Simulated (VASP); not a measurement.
InP, 2 atoms in the cell. It takes space group Fm-3m (No. 225, cubic). Conventional cell: a = 5.710 Å, b = 5.710 Å, c = 5.710 Å, α = 90.00°, β = 90.00°, γ = 90.00°. In (site symmetry m-3m) has 6 P at 2.85 Å as nearest neighbours. P (site symmetry m-3m) is surrounded by 6 In at 2.85 Å. Measurements of this composition are mostly on another form, of space group No. 216.

```yaml
Program: VASP 6.6.1
Task: single point
Functional: PBE
Potentials_or_basis: VASP PAW PBE potentials, release 64 (In_d, P)
Cutoff: 520 eV
k_mesh: 14 × 14 × 14
Occupations: gaussian, width 0.15 eV
Spin: no spin polarisation
Dipole_correction: no
Further_INCAR_settings: ALGO = Normal; EDIFF = 1e-06; NBANDS = 16
```

Potentials or basis: VASP PAW PBE potentials, release 64 (In_d, P).

Command:

```sh
$ cat potpaw_PBE.64/In_d/POTCAR potpaw_PBE.64/P/POTCAR > POTCAR
$ mpirun -np 1 vasp_std > vasp.out
```

Hardware: 1 thread of Intel(R) Xeon(R) Platinum 8259CL CPU @ 2.50GHz (Skylake/Cascade Lake), on a shared host.

Estimate the wall time of this run.

Run time: 77 s on 1 thread of Intel(R) Xeon(R) Platinum 8259CL CPU @ 2.50GHz (Skylake/Cascade Lake), on a shared host, peak memory 0.22 GiB. Counts: scf iterations 12, k points 104.
